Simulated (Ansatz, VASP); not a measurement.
# Cross-check of B9P9H4 (armchair BP ribbon N=9 H edges) between VASP and Ansatz

One calculation is typed for both programs; each brings its own data sets. How far apart do they land? The structure shown is the start of the Ansatz relaxation below; VASP solves that cell, so the two are compared at the walk's first step.

Program: Ansatz 0.2.0. Level of theory: plane waves, with VASP 6.6.1 beside it; single point at PBE. Results are calculated unless marked as measured.

### Step 1. The starting structure

The cell holds 22 atoms: 9 B, 9 P and 4 H. Cell: a = 22.277 Å, b = 7.000 Å, c = 5.580 Å, α = 90.0°, β = 90.0°, γ = 90.0°. Vacuum lies along a and b. The structure's axis is c.

### Step 2. Ansatz: relaxation, PBE

Ansatz runs on its default PAW (the set named soft_2) files.

The two programs are compared at the cell with which this relaxation starts, whose forces are those of its first step.

input.yaml

```yaml
crystal:
  lattice:
    - [22.277, 0.0, 0.0]
    - [0.0, 7.0, 0.0]
    - [0.0, 0.0, 5.58]
  atoms:
    - { symbol: B, position: [0.210760653, 0.5, 0.0] }
    - { symbol: B, position: [0.355376826, 0.5, 0.0] }
    - { symbol: B, position: [0.499993, 0.5, 0.0] }
    - { symbol: B, position: [0.644609174, 0.5, 0.0] }
    - { symbol: B, position: [0.789225347, 0.5, 0.0] }
    - { symbol: P, position: [0.210760653, 0.5, 0.333333333] }
    - { symbol: P, position: [0.355376826, 0.5, 0.333333333] }
    - { symbol: P, position: [0.499993, 0.5, 0.333333333] }
    - { symbol: P, position: [0.644609174, 0.5, 0.333333333] }
    - { symbol: P, position: [0.789225347, 0.5, 0.333333333] }
    - { symbol: H, position: [0.157112717, 0.5, 0.456989247] }
    - { symbol: H, position: [0.842873283, 0.5, 0.456989247] }
    - { symbol: B, position: [0.283068739, 0.5, 0.5] }
    - { symbol: B, position: [0.427684913, 0.5, 0.5] }
    - { symbol: B, position: [0.572301087, 0.5, 0.5] }
    - { symbol: B, position: [0.716917261, 0.5, 0.5] }
    - { symbol: P, position: [0.283068739, 0.5, 0.833333333] }
    - { symbol: P, position: [0.427684913, 0.5, 0.833333333] }
    - { symbol: P, position: [0.572301087, 0.5, 0.833333333] }
    - { symbol: P, position: [0.716917261, 0.5, 0.833333333] }
    - { symbol: H, position: [0.16605404, 0.5, 0.896953405] }
    - { symbol: H, position: [0.83393196, 0.5, 0.896953405] }
kpoints:
  mp_grid: { grid: [1, 1, 15] }
scf:
  occupations: { method: fermi_dirac, width: 0.05 }
hamiltonian:
  xc: pbe
relax:
  cell: { fix: [a, b, alpha, beta, gamma] }
  max_steps: 45
  f_tol: 0.03
```

Command:

```
> ansatz run input.yaml --threads 4 --pin off --max-ram 16384MiB --backend cpu --events-out ev --progress --plain --runs-dir out
```

Numbers of over 12 decimals in the logs are rounded to 6 here.

The log of the run:

```text
Engine: ansatz 0.2.0, aarch64-unknown-linux-gnu
Pseudopotentials: kind: paw
Pseudopotential: B, paw, valence charge 3, recommended cutoff 420 eV (normal), B.paw.azcp
Pseudopotential: P, paw, valence charge 5, recommended cutoff 420 eV (normal), P.paw.azcp
Pseudopotential: H, paw, valence charge 1, recommended cutoff 420 eV (normal), H.paw.azcp
Functional definition: PBE
  parameter kappa = 0.804
  parameter beta = 0.066725
  exchange = pbe_x(kappa = kappa, mu = beta*pi^2/3)
  correlation = pbe_c(beta = beta)
Crystal: 22 atoms, lattice volume = 870.140 Å³
Basis set: ecut = 420 eV, 16971 PW (Γ), exchange–correlation on 300×96×80 points (8 copies of the dense FFT grid, shifted against one another)
Bands: 60, of which v1, the nominal top of the filled ones, is band 38 counted from 1 (37 counted from 0)
Symmetry: 4 space group operations
Space group: Pmm2 (ITA 25), of the structure as read, at distance tolerance 9.5e-5 Å
k-points: 8 of 15 (time reversal used)
Non-local potential: B, projectors of the file, l = 0: 2, l = 1: 2, l = 2: 1
Non-local potential: P, projectors of the file, l = 0: 2, l = 1: 2, l = 2: 2
Non-local potential: H, projectors of the file, l = 0: 2, l = 1: 1
PAW form: soft (Blöchl's): semilocal exchange-correlation on the pseudo side does not see the compensation charge
PAW one-centre angular grid: B, 110 points (default); XC on 64 Gauss nodes
PAW one-centre angular grid: P, 110 points (default); XC on 64 Gauss nodes
PAW one-centre angular grid: H, 110 points (default); XC on 64 Gauss nodes
Initial density: superposition of atomic densities (neutral atoms: chi_scale 0, normalization atom), corrected by the library's trained network
Initial wavefunctions: pseudopotential atomic-orbital guess
Functional: x = pbe(κ = 0.804, μ = 0.219515), c = pbe(β = 0.066725)
SCF iter   1: F=—  HF=-8267.511681 eV  |F-HF|=—  |Δ(HF+E_count)|=         —  Δρ=1.62e-3  dr2=5.55e-2  ethr=1.77e-3  ⟨swp⟩=11.0  Hψ=3181  notcnv=0  defer=50
preconditioner: auto → Resta (q_TF=auto, 1.817 Å⁻¹)  ε∞=2.3  [insulator: Δε(μ)=1.070 eV  Ē_g=9.740 eV  σ=0.050 eV  W_gap=1.00  n_scr=90 (ndim 8)  ℏωp=11.0 eV  f_vac=0.533  D(μ)=0.00/eV (n_scr^D=0)  ε∞_Penn≈2.3  vacuum switching on, ρ_ref=6.9e-3 e/Å³]
SCF iter   2: F=—  HF=-8267.525233 eV  |F-HF|=—  |Δ(HF+E_count)|=   1.36e-2  Δρ=7.46e-4  dr2=1.50e-2  ethr=7.30e-5  ⟨swp⟩=3.0  Hψ=818  notcnv=0  defer=99
SCF iter   3: F=—  HF=-8267.529084 eV  |F-HF|=—  |Δ(HF+E_count)|=   3.85e-3  Δρ=4.44e-4  dr2=9.91e-3  ethr=1.97e-5  ⟨swp⟩=2.4  Hψ=596  notcnv=0  defer=99
SCF iter   4: F=—  HF=-8267.529869 eV  |F-HF|=—  |Δ(HF+E_count)|=   7.85e-4  Δρ=1.63e-4  dr2=1.08e-3  ethr=1.30e-5  ⟨swp⟩=3.0  Hψ=571  notcnv=0  defer=99
SCF iter   5: F=—  HF=-8267.530073 eV  |F-HF|=—  |Δ(HF+E_count)|=   2.04e-4  Δρ=7.06e-5  dr2=7.16e-5  ethr=1.42e-6  ⟨swp⟩=3.0  Hψ=654  notcnv=0  defer=99
SCF iter   6: F=—  HF=-8267.529987 eV  |F-HF|=—  |Δ(HF+E_count)|=   8.55e-5  Δρ=2.93e-5  dr2=1.11e-5  ethr=9.42e-8  ⟨swp⟩=2.9  Hψ=819  notcnv=0  defer=100
SCF iter   7: F=—  HF=-8267.530036 eV  |F-HF|=—  |Δ(HF+E_count)|=   4.86e-5  Δρ=7.65e-6  dr2=7.77e-7  ethr=1.46e-8  ⟨swp⟩=2.1  Hψ=650  notcnv=0  defer=100
SCF iter   8: F=-8267.530038 eV  HF=-8267.530038 eV  |F-HF|=1.69e-7  |Δ(HF+E_count)|=   2.00e-6  Δρ=2.83e-6  dr2=6.82e-8  ethr=1.32e-10  ⟨swp⟩=4.0  Hψ=2000  notcnv=0
SCF 1 converged in 8 iterations: F = -8267.530038 eV  dr2 = 6.82e-8
  greatest PAW one-centre occupation: 0.775 electrons in one spin orbital (limit 2), on the P atom at site 18 (counted from 0), in its partial waves of l = 0
relax step   1: F+E_penalty+E_count = -8267.53003807 eV  Δ(F+E_penalty+E_count) = +0.000e0 eV  max|allowed force component| = 1.362e0 eV/Å  Δτ_max = 0.0000 Å  P = -0.059 GPa  Ω = 870.140 Å³  fix = [a, b, alpha, beta, gamma]  reactions: a -0.104, b +0.345 GPa  (8 SCF iters, dr2 threshold 1.00e-7 eV, accepted)
[...]
relax step   3: F+E_penalty+E_count = -8267.71574132 eV  Δ(F+E_penalty+E_count) = -2.331e-2 eV  max|allowed force component| = 3.894e-2 eV/Å  Δτ_max = 0.0245 Å  P = +0.110 GPa  Ω = 870.069 Å³  energy of the carried Pulay correction = +1.737e-5 eV  fix = [a, b, alpha, beta, gamma]  reactions: a -0.012, b +0.339 GPa  (6 SCF iters, dr2 threshold 2.20e-6 eV, accepted)
[...]
relax step   4: F+E_penalty+E_count = -8267.71589049 eV  Δ(F+E_penalty+E_count) = -1.492e-4 eV  max|allowed force component| = 3.592e-3 eV/Å  Δτ_max = 0.0024 Å  P = +0.114 GPa  Ω = 870.163 Å³  energy of the carried Pulay correction = -5.852e-6 eV  fix = [a, b, alpha, beta, gamma]  reactions: a +0.003, b +0.339 GPa  (6 SCF iters, dr2 threshold 9.47e-8 eV, accepted)
[...]
relax step   5: F+E_penalty+E_count = -8267.71589050 eV  Δ(F+E_penalty+E_count) = -3.556e-9 eV  max|allowed force component| = 3.632e-3 eV/Å  Δτ_max = 0.0000 Å  P = +0.114 GPa  Ω = 870.163 Å³  fix = [a, b, alpha, beta, gamma]  reactions: a +0.003, b +0.335 GPa  stress off target by 2.23e-3 GPa on what of the cell is left free  SCF on the basis re-selected at this cell (its energy is not comparable with the rows above)  (6 SCF iters)
basis re-selected at this cell: Δ(F+E_penalty+E_count) = -3.556e-9 eV, ΔP = -0.001 GPa vs the last step (what re-selecting the basis moved, of the pressure what is left beyond the Pulay correction that the steps carried, after the strain that the cell walked since its last selection, with what the two solves' SCF thresholds leave and, on support functions, any second-order correction that the steps lacked; it is no m [...]
SCF converged after 6 iterations
Free energy (F): -8267.715890 eV
Harris-Foulkes:  -8267.715890 eV  (|F-HF|=2.18e-11)
Internal energy: -8267.715886 eV  (E = F + TS)
E sigma→0 (E₀):  -8267.715888 eV
Entropy (-TS):   -0.000005 eV (-0.000 meV/atom)
Fermi energy:    -0.953646 eV
--- Per-component energies (eV) ---
  E_band       = -560.355863
  E_kinetic    = 1118.869547
  E_local      = -9234.062953  (includes V_loc(G=0)·N_el)
  E_nonlocal   = 420.519838
  E_hartree    = 4077.726370
  E_xc         = -871.572266
  E_vxc        = -925.466689  (∫ρ·V_xc dr)
  E_paw        = -5835.065419  (= ΣΔE_a)
  E_vpaw       = -95.663327  (= ΣTr[D̂ρ^β])
  E_aug_tail   = -0.005039  (compensation charges beyond the density's cutoff)
  E_ewald      = 2055.874037
  E_smearing   = -0.000005  (= −TS)
  E_closure    = -0.000000  (closes the sum)
  Σ components = -8267.715890   (vs F -8267.715890, Δ=0.00e0)
--- Forces (eV/Å), atoms counted from 1 ---
  atom   1  B      0.00363205     0.00000000    -0.00121276
  atom   2  B     -0.00298563    -0.00000000     0.00015018
  atom   3  B     -0.00000000     0.00000000    -0.00272778
  atom   4  B      0.00298563    -0.00000000     0.00015018
  atom   5  B     -0.00363205     0.00000000    -0.00121276
  atom   6  P     -0.00327774    -0.00000000     0.00253176
  atom   7  P      0.00058934    -0.00000000     0.00061300
  atom   8  P     -0.00000000     0.00000000    -0.00179193
  atom   9  P     -0.00058934    -0.00000000     0.00061300
  atom  10  P      0.00327774    -0.00000000     0.00253176
  atom  11  H      0.00146002     0.00000000    -0.00033720
  atom  12  H     -0.00146002     0.00000000    -0.00033720
  atom  13  B      0.00008927     0.00000000    -0.00123838
  atom  14  B      0.00033270     0.00000000    -0.00101848
  atom  15  B     -0.00033270     0.00000000    -0.00101848
  atom  16  B     -0.00008927     0.00000000    -0.00123838
  atom  17  P      0.00085936    -0.00000000     0.00126284
  atom  18  P      0.00036362    -0.00000000     0.00124417
  atom  19  P     -0.00036362    -0.00000000     0.00124417
  atom  20  P     -0.00085936    -0.00000000     0.00126284
  atom  21  H     -0.00262136    -0.00000000     0.00026282
  atom  22  H      0.00262136    -0.00000000     0.00026282
  max |Σ_I F_I| component: 3.81e-6 eV/Å
--- Stress (GPa, compression-positive) ---
        0.003307      -0.000000       0.000000
       -0.000000       0.335451      -0.000000
        0.000000      -0.000000       0.002234
  P = ⅓ Tr σ = 0.1137 GPa (1.137 kbar)
--- Relaxed structure (4 steps of the walk, 4 accepted, 1 SCFs on fresh bases) ---
  F+E_penalty+E_count = -8267.71589050 eV   max|allowed force component| = 3.632e-3 eV/Å   (the final SCF, on the basis selected at the relaxed cell)
  cell:  # Å, volume = 870.1635 Å³
    - [22.277, 0, 0]
    - [0, 7.0, 0]
    - [0, 0, 5.580153]
  atoms:
    - { symbol: B, position: [0.211267, 0.5, -0.00046383] }
    - { symbol: B, position: [0.355660, 0.5, 0.0014349] }
    - { symbol: B, position: [0.499993, 0.5, 0.00181235] }
    - { symbol: B, position: [0.644326, 0.5, 0.0014349] }
    - { symbol: B, position: [0.788719, 0.5, -0.00046383] }
    - { symbol: P, position: [0.214519, 0.5, 0.324307] }
    - { symbol: P, position: [0.355900, 0.5, 0.334573] }
    - { symbol: P, position: [0.499993, 0.5, 0.335341] }
    - { symbol: P, position: [0.644086, 0.5, 0.334573] }
    - { symbol: P, position: [0.785467, 0.5, 0.324307] }
    - { symbol: H, position: [0.159967, 0.5, 0.452397] }
    - { symbol: H, position: [0.840019, 0.5, 0.452397] }
    - { symbol: B, position: [0.284055, 0.5, 0.502510] }
    - { symbol: B, position: [0.428018, 0.5, 0.502330] }
    - { symbol: B, position: [0.571968, 0.5, 0.502330] }
    - { symbol: B, position: [0.715931, 0.5, 0.502510] }
    - { symbol: P, position: [0.283462, 0.5, 0.836319] }
    - { symbol: P, position: [0.427964, 0.5, 0.834981] }
    - { symbol: P, position: [0.572022, 0.5, 0.834981] }
    - { symbol: P, position: [0.716524, 0.5, 0.836319] }
    - { symbol: H, position: [0.164168, 0.5, 0.896979] }
    - { symbol: H, position: [0.835818, 0.5, 0.896979] }
```

Reading the cycles: dr2 is the Hartree energy of the density residual (eV), the measure of convergence; HF is the Harris–Foulkes estimate of the energy, which meets the free energy F at convergence.

(Continued in part 2 of 2.)

[Lines on the potential files, build, host, timing and source positions are cut from VASP's logs without a mark.]

[Logs are printed without paths, hosts, clocks, repeated set-up lines and the standing remarks that a program may print on its own settings, such as how far it seeks lower states.]

[Hosts, paths, dates, database ids (printed as entryN), source tags and the programs' standing remarks are cut or masked in the printed files.]
